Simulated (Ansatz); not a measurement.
Molecular dynamics of Li$_{16}$H

The input (input.yaml):

```yaml
accuracy: low
crystal:
  lattice:
    - [6.98, 0.0, 0.0]
    - [0.0, 6.98, 0.0]
    - [0.0, 0.0, 6.98]
  atoms:
    - { symbol: Li, position: [-0.00333391, -1.235e-05, -0.00203256] }
    - { symbol: Li, position: [0.48972752, -1.626e-05, 0.00852384] }
    - { symbol: Li, position: [0.0015215, 0.49998873, 0.00237356] }
    - { symbol: Li, position: [-0.00327591, -1.245e-05, 0.50199103] }
    - { symbol: Li, position: [0.25981653, 0.24248897, 0.25000788] }
    - { symbol: Li, position: [0.50417296, 0.49993592, -0.00592927] }
    - { symbol: Li, position: [0.48973491, -1.604e-05, 0.49147813] }
    - { symbol: Li, position: [0.75392662, 0.25264537, 0.25000407] }
    - { symbol: Li, position: [0.00150817, 0.4999885, 0.49765726] }
    - { symbol: Li, position: [0.25979314, 0.7574984, 0.25000766] }
    - { symbol: Li, position: [0.2460198, 0.25601258, 0.75002572] }
    - { symbol: Li, position: [0.50417093, 0.49993569, 0.50593888] }
    - { symbol: Li, position: [0.75378705, 0.74745086, 0.25000418] }
    - { symbol: Li, position: [0.74836468, 0.24719587, 0.75000297] }
    - { symbol: Li, position: [0.24602653, 0.74396372, 0.75002584] }
    - { symbol: Li, position: [0.74839611, 0.75272607, 0.75000315] }
    - { symbol: H, position: [0.37171779, -0.00032088, 0.25014005] }
basis:
  ecutwfc: 420.0
kpoints:
  mp_grid: { grid: [3, 3, 3] }
hamiltonian:
  xc: pbesol
scf:
  occupations: { method: fermi_dirac, width: 0.15 }
  lower_state_search: "off"
  max_iter: 77
md:
  timestep: 3.0
  n_steps: 50
  ensemble: nvt_langevin
  temperature: 1500.0
  initial_velocities: maxwell_boltzmann
  seed: 285250
  friction: 0.05
```

Command:

```bash
$ ansatz run input.yaml --threads 1 --pin off --max-ram 3072MiB --backend cpu --events-out ev --progress --plain --runs-dir out
```

It starts from a relaxed structure.

Output, in part (step lines):

```
md step     0: t =     0.00 fs  T =  1411.8 K  F+E_penalty+E_count = -3264.30342747 eV  E_kin = 3.102240 eV  (7 SCF iters)
md step     1: t =     3.00 fs  T =  1635.9 K  F+E_penalty+E_count = -3264.18243181 eV  E_kin = 3.594775 eV  (7 SCF iters)
md step     2: t =     6.00 fs  T =  1683.2 K  F+E_penalty+E_count = -3263.92801958 eV  E_kin = 3.698596 eV  (7 SCF iters)
md step     3: t =     9.00 fs  T =  1674.3 K  F+E_penalty+E_count = -3263.89049321 eV  E_kin = 3.679078 eV  (7 SCF iters)
md step     4: t =    12.00 fs  T =  1882.6 K  F+E_penalty+E_count = -3263.82405054 eV  E_kin = 4.136817 eV  (7 SCF iters)
md step     5: t =    15.00 fs  T =  1454.4 K  F+E_penalty+E_count = -3263.45345455 eV  E_kin = 3.196017 eV  (7 SCF iters)
md step     6: t =    18.00 fs  T =  1481.6 K  F+E_penalty+E_count = -3263.28077185 eV  E_kin = 3.255684 eV  (7 SCF iters)
md step     7: t =    21.00 fs  T =  1282.2 K  F+E_penalty+E_count = -3263.05179069 eV  E_kin = 2.817444 eV  (7 SCF iters)
md step     8: t =    24.00 fs  T =  1423.6 K  F+E_penalty+E_count = -3262.74099995 eV  E_kin = 3.128277 eV  (6 SCF iters)
md step     9: t =    27.00 fs  T =  1153.5 K  F+E_penalty+E_count = -3262.49650471 eV  E_kin = 2.534636 eV  (6 SCF iters)
md step    10: t =    30.00 fs  T =  1238.2 K  F+E_penalty+E_count = -3262.27528553 eV  E_kin = 2.720873 eV  (6 SCF iters)
md step    11: t =    33.00 fs  T =  1109.5 K  F+E_penalty+E_count = -3262.06025860 eV  E_kin = 2.438096 eV  (7 SCF iters)
md step    12: t =    36.00 fs  T =   968.8 K  F+E_penalty+E_count = -3261.85187607 eV  E_kin = 2.128884 eV  (7 SCF iters)
md step    13: t =    39.00 fs  T =   788.4 K  F+E_penalty+E_count = -3261.77111386 eV  E_kin = 1.732348 eV  (6 SCF iters)
md step    14: t =    42.00 fs  T =   936.0 K  F+E_penalty+E_count = -3261.81672050 eV  E_kin = 2.056882 eV  (7 SCF iters)
md step    15: t =    45.00 fs  T =  1096.3 K  F+E_penalty+E_count = -3261.84689635 eV  E_kin = 2.409019 eV  (7 SCF iters)
md step    16: t =    48.00 fs  T =  1084.8 K  F+E_penalty+E_count = -3261.87087172 eV  E_kin = 2.383727 eV  (7 SCF iters)
md step    17: t =    51.00 fs  T =  1145.1 K  F+E_penalty+E_count = -3261.90220524 eV  E_kin = 2.516241 eV  (6 SCF iters)
md step    18: t =    54.00 fs  T =  1287.2 K  F+E_penalty+E_count = -3261.94271029 eV  E_kin = 2.828519 eV  (7 SCF iters)
md step    19: t =    57.00 fs  T =  1464.4 K  F+E_penalty+E_count = -3262.03716428 eV  E_kin = 3.217929 eV  (7 SCF iters)
md step    20: t =    60.00 fs  T =  1387.2 K  F+E_penalty+E_count = -3262.17836318 eV  E_kin = 3.048368 eV  (7 SCF iters)
md step    21: t =    63.00 fs  T =  1247.6 K  F+E_penalty+E_count = -3262.25681902 eV  E_kin = 2.741431 eV  (6 SCF iters)
md step    22: t =    66.00 fs  T =  1471.6 K  F+E_penalty+E_count = -3262.25209284 eV  E_kin = 3.233695 eV  (7 SCF iters)
md step    23: t =    69.00 fs  T =  1638.2 K  F+E_penalty+E_count = -3262.26610499 eV  E_kin = 3.599884 eV  (6 SCF iters)
md step    24: t =    72.00 fs  T =  1360.8 K  F+E_penalty+E_count = -3262.22253118 eV  E_kin = 2.990331 eV  (7 SCF iters)
md step    25: t =    75.00 fs  T =  1197.3 K  F+E_penalty+E_count = -3262.08206697 eV  E_kin = 2.630926 eV  (7 SCF iters)
md step    26: t =    78.00 fs  T =  1118.8 K  F+E_penalty+E_count = -3261.84285647 eV  E_kin = 2.458521 eV  (7 SCF iters)
md step    27: t =    81.00 fs  T =  1151.3 K  F+E_penalty+E_count = -3261.70127629 eV  E_kin = 2.529967 eV  (7 SCF iters)
md step    28: t =    84.00 fs  T =  1247.7 K  F+E_penalty+E_count = -3261.76235583 eV  E_kin = 2.741675 eV  (7 SCF iters)
md step    29: t =    87.00 fs  T =  1198.9 K  F+E_penalty+E_count = -3261.83794857 eV  E_kin = 2.634581 eV  (7 SCF iters)
md step    30: t =    90.00 fs  T =  1051.9 K  F+E_penalty+E_count = -3261.90543366 eV  E_kin = 2.311399 eV  (7 SCF iters)
md step    31: t =    93.00 fs  T =  1031.4 K  F+E_penalty+E_count = -3261.95456125 eV  E_kin = 2.266505 eV  (7 SCF iters)
md step    32: t =    96.00 fs  T =  1062.9 K  F+E_penalty+E_count = -3261.94348326 eV  E_kin = 2.335728 eV  (7 SCF iters)
md step    33: t =    99.00 fs  T =  1258.7 K  F+E_penalty+E_count = -3261.95039591 eV  E_kin = 2.765855 eV  (7 SCF iters)
md step    34: t =   102.00 fs  T =  1233.5 K  F+E_penalty+E_count = -3261.96195184 eV  E_kin = 2.710522 eV  (7 SCF iters)
md step    35: t =   105.00 fs  T =  1150.8 K  F+E_penalty+E_count = -3262.00517432 eV  E_kin = 2.528764 eV  (7 SCF iters)
md step    36: t =   108.00 fs  T =  1196.6 K  F+E_penalty+E_count = -3262.09475987 eV  E_kin = 2.629365 eV  (6 SCF iters)
md step    37: t =   111.00 fs  T =  1508.0 K  F+E_penalty+E_count = -3262.21886140 eV  E_kin = 3.313618 eV  (7 SCF iters)
md step    38: t =   114.00 fs  T =  1592.0 K  F+E_penalty+E_count = -3262.18705293 eV  E_kin = 3.498379 eV  (7 SCF iters)
md step    39: t =   117.00 fs  T =  1679.4 K  F+E_penalty+E_count = -3261.90526917 eV  E_kin = 3.690290 eV  (7 SCF iters)
md step    40: t =   120.00 fs  T =  1534.1 K  F+E_penalty+E_count = -3261.67539981 eV  E_kin = 3.371133 eV  (7 SCF iters)
md step    41: t =   123.00 fs  T =  1435.6 K  F+E_penalty+E_count = -3261.79206775 eV  E_kin = 3.154555 eV  (7 SCF iters)
md step    42: t =   126.00 fs  T =  1412.7 K  F+E_penalty+E_count = -3261.80040511 eV  E_kin = 3.104339 eV  (7 SCF iters)
md step    43: t =   129.00 fs  T =  1569.7 K  F+E_penalty+E_count = -3261.58878376 eV  E_kin = 3.449285 eV  (7 SCF iters)
md step    44: t =   132.00 fs  T =  1493.0 K  F+E_penalty+E_count = -3261.43675220 eV  E_kin = 3.280789 eV  (7 SCF iters)
md step    45: t =   135.00 fs  T =  1286.1 K  F+E_penalty+E_count = -3261.48267130 eV  E_kin = 2.826150 eV  (7 SCF iters)
md step    46: t =   138.00 fs  T =  1378.7 K  F+E_penalty+E_count = -3261.54514231 eV  E_kin = 3.029532 eV  (7 SCF iters)
md step    47: t =   141.00 fs  T =  1294.3 K  F+E_penalty+E_count = -3261.52707259 eV  E_kin = 2.844206 eV  (6 SCF iters)
md step    48: t =   144.00 fs  T =  1554.8 K  F+E_penalty+E_count = -3261.52468054 eV  E_kin = 3.416575 eV  (6 SCF iters)
md step    49: t =   147.00 fs  T =  1421.0 K  F+E_penalty+E_count = -3261.60540250 eV  E_kin = 3.122489 eV  (7 SCF iters)
md step    50: t =   150.00 fs  T =  1309.5 K  F+E_penalty+E_count = -3261.68333535 eV  E_kin = 2.877459 eV  (6 SCF iters)
```

The run went to its last step. The mean temperature of the second half is 12 % below the set value. A step of 3 fs is long for free X–H stretches (periods near 10 fs) and can bias their spread and the temperature. A run of 0.15 ps of so small a system gives no equilibrium averages. Limits of this set-up: coarse k mesh, odd electron count without spin, low accuracy level.

Mean squared displacements from the first frame to the last, about the centre of mass: Li 0.44 Å², H 8.11 Å².

Last frame:

```xyz
17
Lattice="6.9800 0.0000 0.0000 0.0000 6.9800 0.0000 0.0000 0.0000 6.9800" Properties=species:S:1:pos:R:3
Li 0.125 -0.281 -0.021
Li 3.375 0.018 -0.109
Li 1.046 3.774 0.607
Li -0.226 0.170 3.535
Li 1.559 1.135 1.476
Li 3.337 3.385 -0.210
Li 3.452 -0.404 3.838
Li 5.624 2.263 0.892
Li 0.621 3.379 3.197
Li 2.384 5.329 1.606
Li 1.630 1.420 5.805
Li 3.474 2.861 2.492
Li 5.749 5.756 1.916
Li 5.109 1.731 4.927
Li 1.744 5.070 4.416
Li 5.422 5.155 5.439
H -0.082 0.377 1.743
```

Run time: 12 min on 1 thread of Arm Neoverse V2, with other jobs on the host, peak memory 0.55 GiB.
